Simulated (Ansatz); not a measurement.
Crystal: CoO.

```
CELL_PARAMETERS angstrom
-1.50800 1.50800 2.10725
1.50800 -1.50800 2.10725
1.50800 1.50800 -2.10725
ATOMIC_POSITIONS crystal
Co 0.00000 0.00000 0.00000
O 0.50000 0.50000 0.00000
```

Alike in all runs: program Ansatz 0.2.0; functional PBE; potentials or basis Ansatz PAW; cutoff 420 eV (not typed: the program's choice for these potentials); k mesh 12 × 12 × 12; occupations fermi-dirac, width 0.05 eV.

The same cell was started in several ways:

| start | free energy over the lowest (meV/atom) | net moment (μB) | site or absolute moments (μB) | gap |
| --- | --- | --- | --- | --- |
| collinear spin, ferromagnetic start of up to 2 μB | 0.0 | 2.92 | Co +2.48; O +0.32 | none (metal or under the smearing width) |
| no spin polarisation | 239.8 | - | - | none (metal or under the smearing width) |
| collinear spin, random start of up to 1.71 μB | 0.0 | 2.92 | Co +2.48; O +0.32 | none (metal or under the smearing width) |

Allowing spin polarisation gains 240 meV/atom. A still lower state may exist.

Caveats: semilocal functionals often make such compounds metallic where correlation or magnetic order opens a gap, which also shifts bond lengths; a cell with one magnetic atom can't hold antiferromagnetic order, which such compounds often take (some runs); an odd number of electrons without spin polarisation forces a metal (some runs); a magnetic or distorted state may lie lower (some runs).
